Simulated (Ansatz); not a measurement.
Runs of Ansatz 0.2.0 on Te. The structure is trigonal, space group R-3m (No. 166). Conventional cell: a = 4.612 Å, b = 4.612 Å, c = 5.073 Å, α = 90.00°, β = 90.00°, γ = 120.00°. Around Te (site symmetry -3m) lie 6 Te at 3.15 Å. This isn't the form of Te at room conditions, which is trigonal, of chains.

```csv
task,spin,cell,k mesh,points for each segment of the path,target pressure (GPa),gap on the mesh (eV),pressure (GPa)
band structure,"SOC, no magnetisation",as given,7 × 7 × 7,14,-,none,0.0
band structure,off,as given,7 × 7 × 7,14,-,none,(a)
relaxation of cell and atoms,off,relaxed to 2 GPa,9 × 9 × 9,-,2,none,2.0
relaxation of cell and atoms,off,relaxed to 30 GPa,9 × 9 × 9,-,30,none,30.0
relaxation of cell and atoms,off,relaxed to 20 GPa,9 × 9 × 9,-,20,none,20.0
```

Alike in all rows: level PBEsol; potentials or basis Ansatz PAW; cutoff (eV) 420; smearing fermi-dirac 0.05 eV.

**Question.** Fill in the values left out.

**Answer.** (a) -0.5.

Caveats: the PAW data sets come from PBE, with cores solved anew for the run's functional, which leaves a small shift of forces and pressure; the plane-wave basis is chosen anew once the cell has moved, so the energies of steps on either side of that aren't comparable (some runs); spin-orbit coupling is left out, which moves the levels of the heavy elements (some runs).

A k mesh can miss the band edges, and rows without SOC leave out spin-orbit coupling on Te.

A gap of «none» marks a metal or a gap under the smearing width.
